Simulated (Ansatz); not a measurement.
Sb: computed DOS

Space group Fm-3m (No. 225). a = 4.610 Å, b = 4.610 Å, c = 4.610 Å, α = 90.00°, β = 90.00°, γ = 90.00°
```csv
atom,site,symmetry,x,y,z
Sb,4a,m-3m,0.0000,0.0000,0.0000
```

The runs use the primitive cell with vectors (0.000, 2.305, 2.305), (2.305, 0.000, 2.305), (2.305, 2.305, 0.000) Å, to which the k mesh refers.

It takes space group Fm-3m (No. 225, cubic). Conventional cell: a = 4.610 Å, b = 4.610 Å, c = 4.610 Å, α = 90.00°, β = 90.00°, γ = 90.00°. Sb (site symmetry m-3m) is surrounded by 12 Sb at 3.26 Å.

The geometry is COD entry 9013009, unchecked; take it as a test cell.

No spin–orbit coupling, which matters for the heavy atoms here.

Level of theory: DFT, PBE, all-electron LAPW, scalar-relativistic (Ansatz 0.2.0).

Sampling and basis: a Γ-centred 12×12×12 k mesh, Fermi–Dirac smearing of 0.05 eV, basis error target 1 meV/atom, no spin polarisation.

States per eV and cell, averaged over 0.4 eV, from -5.8 to 3.6 eV, with energies (bin centres) from the Fermi level; empty bins are left out. 

```tsv
E (eV)	total
-5.7	0.19
-5.3	0.30
-4.9	0.47
-4.5	0.78
-4.1	0.65
-3.7	0.41
-3.3	0.43
-2.9	0.50
-2.5	0.49
-2.1	0.53
-1.7	0.49
-1.3	0.51
-0.9	0.57
-0.5	0.61
-0.1	0.67
0.3	0.74
0.7	0.75
1.1	0.72
1.5	0.66
1.9	0.65
2.3	0.61
2.7	0.58
3.1	0.58
3.5	0.53
```
